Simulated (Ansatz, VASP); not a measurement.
**Sb in VASP and in Ansatz**

Contents of INCAR:

```
ALGO     = Normal         # electronic algorithm
EDIFF    = 1E-8           # SCF threshold, eV
ENCUT    = 520            # plane-wave cutoff, eV
GGA      = PS             # functional
ISIF     = 2              # what is computed and relaxed
ISMEAR   = -1             # smearing method
LASPH    = True           # aspherical terms in the spheres
LCHARG   = False          # write CHGCAR
LEFG     = True         
LREAL    = False          # projectors in reciprocal space
LWAVE    = False          # write WAVECAR
NBANDS   = 8              # bands
NELM     = 80             # most SCF steps
PREC     = Accurate       # precision mode
SIGMA    = 0.05           # smearing width, eV
```

File KPOINTS:

```
k-points
0
Gamma
  12 12 12
```

Contents of POSCAR:

```
Sb
1.0
    0.0000000000      2.2659246546      2.2659246546
    2.2659246546      0.0000000000      2.2659246546
    2.2659246546      2.2659246546      0.0000000000
Sb
1
Direct
    0.0000000000      0.0000000000      0.0000000000
```

Input for Ansatz:

```yaml
crystal:
  lattice:
    - [0.0, 2.2659246546, 2.2659246546]
    - [2.2659246546, 0.0, 2.2659246546]
    - [2.2659246546, 2.2659246546, 0.0]
  atoms:
    - { symbol: Sb, position: [0.0, 0.0, 0.0] }
kpoints:
  mp_grid: { grid: [12, 12, 12] }
scf:
  occupations: { method: fermi_dirac, width: 0.05 }
hamiltonian:
  xc: pbesol
  pseudopotentials: { kind: paw }
output:
  forces: true
  stress: true
  eigenvalues: true
  efg: { contact_densities: true }
```

Change from the starting cell: volume scaled by 0.95, PAW files.

Alike in both runs: task electric field gradients; functional PBEsol; k mesh 12 × 12 × 12; occupations fermi-dirac, width 0.05 eV; no spin polarisation.

```csv
,VASP,Ansatz
version,VASP 6.6.1,Ansatz 0.2.0
potentials or method,"VASP PAW PBE potentials, release 64 (Sb)","PAW with Ansatz's default frozen-core files, scalar-relativistic"
plane-wave cutoff (eV),520,420
valence electrons in the cell,5,15
```

```tsv
	VASP	Ansatz	Ansatz less VASP
pressure (GPa)	10.3	10.2	-0.11
Vzz of the field gradient on the site that differs most (V/Å²)	0.0	0.0	0.00
```

The two sets of potentials don't hold the same shells in valence. Ansatz warned: «gradients_without_spin_orbit».

Caveats: the PAW data sets were made with another functional, which shifts forces and pressure a little (VASP). Spin-orbit coupling is left out, which matters for the levels of Sb.
